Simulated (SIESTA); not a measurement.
Runs of SIESTA 5.4.2 on C. It takes space group Fd-3m (No. 227, cubic). Conventional cell: a = 3.567 Å, b = 3.567 Å, c = 3.567 Å, α = 90.00°, β = 90.00°, γ = 90.00°. C (site symmetry -43m) has 4 C at 1.54 Å as nearest neighbours. This isn't the form of C at room conditions, which is graphite.

```tsv
task	level	potentials or basis	cell	optimiser	force tolerance	gap on the mesh (eV)	pressure (GPa)	relaxed volume (Å³/atom)
band structure	PBE	PseudoDojo 0.4 standard (PBE files), TZP (energy shift 0.003 Ry)	as given	-	-	4.27	(c)	-
band structure	vdW-DF-cx	PseudoDojo 0.4 standard (PBE files), DZP (energy shift 0.003 Ry)	as given	-	-	4.23	(b)	-
relaxation of cell and atoms	PBEsol	PseudoDojo 0.4 standard (PBEsol files), DZP (energy shift 0.003 Ry)	relaxed	CG	0.02 eV/Å	4.12	-0.1	5.74
relaxation of cell and atoms	PBE	PseudoDojo 0.4 standard (PBE files), DZ (energy shift 0.003 Ry)	relaxed	-	0.04 eV/Å	(a)	0.2	5.82
band structure	PBE	PseudoDojo 0.4 standard (PBE files), SZ (energy shift 0.003 Ry)	as given	-	-	6.08	22.9	-
```

Alike in all rows: no spin polarisation; k mesh 13 × 13 × 13; smearing fermi-dirac 0.05 eV; grid cutoff 500 Ry; energy shift 0.003 Ry.

Question: Fill in the values left out.

Answer: (a) 5.19; (b) 8.4; (c) 6.1.

Caveats: the basis of atomic orbitals isn't converged, which shifts pressures, moduli and gaps; an odd mesh through Γ misses points on the zone boundary, where band edges often lie (some runs); the basis has no polarisation orbitals (some runs); the potentials were made for another functional, which shifts forces and pressure (some runs); so large a pressure means that the cell lies far from this level's equilibrium, or that cutoff or potentials fall short (some runs).
